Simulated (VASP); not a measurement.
Input of a VASP 6.6.1 run:

Contents of INCAR:

```
SYSTEM = CaS
PREC     = Accurate       ! precision mode
ENCUT    = 600            ! plane-wave cutoff, eV
EDIFF    = 1E-7           ! SCF threshold, eV
ISMEAR   = 0              ! smearing method
SIGMA    = 0.02           ! smearing width, eV
LREAL    = .FALSE.        ! projectors in reciprocal space
LASPH    = .TRUE.         ! aspherical terms in the spheres
NELM     = 100            ! most SCF steps
ALGO     = Normal         ! electronic algorithm
ISIF     = 3              ! what is computed and relaxed
LWAVE    = .FALSE.        ! write WAVECAR
LCHARG   = .FALSE.        ! write CHGCAR
GGA      = RP             ! functional
IBRION   = 2              ! ionic algorithm
NSW      = 90             ! ionic steps
EDIFFG   = -0.005         ! ionic threshold
```

File KPOINTS:

```
Automatic mesh
0
G
  8 8 8
  0 0 0
```

The input POSCAR:

```
CaS
1.0
    0.0000000000      2.8523742900      2.8523742900
    2.8523742900      0.0000000000      2.8523742900
    2.8523742900      2.8523742900      0.0000000000
Ca S
1 1
Direct
    0.0000000000      0.0000000000      0.0000000000
    0.5000000000      0.5000000000      0.5000000000
```

Potentials or basis: VASP PAW PBE potentials, release 64 (Ca_sv, S).

Run with:

```console
$ cat potpaw_PBE.64/Ca_sv/POTCAR potpaw_PBE.64/S/POTCAR > POTCAR
$ mpirun -np 1 vasp_std > vasp.out
```

What does it give for the space group after relaxing (to 0.05 Å)?

Fm-3m (No. 225).

Predict the relaxed volume.

24.29 Å³/atom.

Estimate the relaxed cell.

a = 4.096 Å, b = 4.096 Å, c = 4.096 Å, α = 60.00°, β = 60.00°, γ = 60.00°.

The path:
```tsv
step	energy change (eV)	largest force (eV/Å)	pressure (GPa)	volume (Å³)
1	0.0000	0.0000	2.60	46.41
2	-0.0164	0.0000	-0.42	48.99
3	-0.0170	0.0000	0.00	48.58
```

Caveat: the PAW data sets were made with another functional, which shifts forces and pressure a little.
